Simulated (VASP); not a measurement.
## CdF2 in VASP 6.6.1, single-point calculation

INCAR

```
SIGMA = 0.02
LWAVE = .FALSE.
GGA = PE
LREAL = .FALSE.
LCHARG = .FALSE.
ISMEAR = -1
EDIFF = 1E-7
ALGO = Normal
ISIF = 2
LASPH = .TRUE.
NELM = 120
ENCUT = 520
IBRION = -1
NSW = 0
NBANDS = 20
PREC = Accurate
```

KPOINTS

```
KPOINTS created by Atomic Simulation Environment
0
Gamma
8 8 8
0 0 0
```

POSCAR

```
Cd F
 1.0000000000000000
    -0.0538835536000000    2.6402941273999998    2.6402941273999998
     2.6402941273999998   -0.0538835536000000    2.6402941273999998
     2.6402941273999998    2.6402941273999998   -0.0538835536000000
 Cd  F
   1   2
Cartesian
 -0.0000000000000000 -0.0000000000000000 -0.0000000000000000
  1.3150569201626592  1.3150569201626592  1.3150569201626592
  3.9116477810373400  3.9116477810373400  3.9116477810373409
```

The recommended PBE PAW datasets give the neutral cell 26 valence electrons.

Command

```
mpirun -np 1 vasp_std
```

Q: Predict the outcome of this run.

A: It converged. Results: gap between bands v and c on the k mesh 3.18 eV; least direct gap on the k mesh 3.57 eV; pressure 10.2 GPa; largest force 0.02 eV/Å. Band v is the last that the valence electrons fill when counted band by band, and c is the next.

OSZICAR

```
N       E                     dE             d eps       ncg     rms          rms(c)
DAV:   1     0.197278383492E+03    0.19728E+03   -0.15631E+04  2688   0.133E+03
DAV:   2    -0.431760726405E+01   -0.20160E+03   -0.19387E+03  2824   0.347E+02
DAV:   3    -0.124300459557E+02   -0.81124E+01   -0.80926E+01  2996   0.761E+01
DAV:   4    -0.124633841593E+02   -0.33338E-01   -0.33337E-01  2768   0.504E+00
DAV:   5    -0.124635034117E+02   -0.11925E-03   -0.11925E-03  2980   0.268E-01    0.107E+01
DAV:   6    -0.107603623117E+02    0.17031E+01   -0.38467E+00  3300   0.366E+01    0.786E+00
DAV:   7    -0.108066427403E+02   -0.46280E-01   -0.87644E-01  2688   0.851E+00    0.449E+00
DAV:   8    -0.108011938805E+02    0.54489E-02   -0.12554E-01  2684   0.345E+00    0.688E-01
DAV:   9    -0.107930410671E+02    0.81528E-02   -0.31342E-02  3184   0.233E+00    0.846E-02
DAV:  10    -0.107936142351E+02   -0.57317E-03   -0.28187E-03  2684   0.567E-01    0.117E-01
DAV:  11    -0.107937089083E+02   -0.94673E-04   -0.10041E-04  2844   0.945E-02    0.333E-02
DAV:  12    -0.107937272411E+02   -0.18333E-04   -0.24194E-05  2680   0.470E-02    0.183E-02
DAV:  13    -0.107937290330E+02   -0.17919E-05   -0.64556E-06  2844   0.207E-02    0.297E-03
DAV:  14    -0.107937288806E+02    0.15241E-06   -0.55070E-07  2864   0.909E-03    0.579E-04
DAV:  15    -0.107937289104E+02   -0.29818E-07   -0.53611E-08  2256   0.237E-03
   1 F= -.10793729E+02 E0= -.10793729E+02  d E =-.216460E-11
```

Standard output (part)

```
POSCAR found type information on POSCAR CdF
 POSCAR found :  2 types and       3 ions
 LDA part: xc-table for (Slater+PW92), standard interpolation
 POSCAR, INCAR and KPOINTS ok, starting setup
 WAVECAR not read
 entering main loop
```

For comparison, a separate PBE run of the intended cell, on usual settings and not on those above, gives a gap of 3.18 eV on its mesh and a pressure of 10.2 GPa.
